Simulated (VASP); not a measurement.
Input of a VASP 6.6.1 run:

INCAR

```
SYSTEM = SnS2
ALGO = Normal
EDIFF = 1E-7
EDIFFG = -0.005
ENCUT = 600
GGA = PE
IBRION = 2
ISIF = 3
ISMEAR = 0
LASPH = .True.
LCHARG = .False.
LREAL = .False.
LWAVE = .False.
NELM = 80
NSW = 90
PREC = Accurate
PSTRESS = 97.8
SIGMA = 0.03
```

KPOINTS

```
k-points
0
Gamma
  9 9 5
  0 0 0
```

The input POSCAR:

```
SnS2                                    
1.0
    3.5948734102      0.0000000000     -0.0000000000
   -1.7974367051      3.1132516967     -0.0000000000
    0.0000000000     -0.0000000000      5.3016635239
  Sn              S             
     1     2
Direct
     0.0000000000000000    1.0000000000000000    0.0000000000000000
     0.3333333332999970    0.6666666667000030    0.2777123895584667
     0.6666666667000030    0.3333333332999970    0.7222876104415334
```

Potentials or basis: VASP PAW PBE potentials, release 64 (Sn_d, S).

The run is started by

```console
$ cat potpaw_PBE.64/Sn_d/POTCAR potpaw_PBE.64/S/POTCAR > POTCAR
$ mpirun -np 1 vasp_std > vasp.out
```

(1) Estimate the band gap on the k mesh.

## Answers

(1) 0.85 eV, indirect (least direct gap 1.58 eV).

Caveat: the relaxation stopped at its first step, so nothing moved; the cell is relaxed towards a set pressure, so the enthalpy falls and the energy may rise; spin-orbit coupling is left out, which moves the levels of the heavy elements; an odd mesh through Γ misses points on the zone boundary, where band edges often lie.
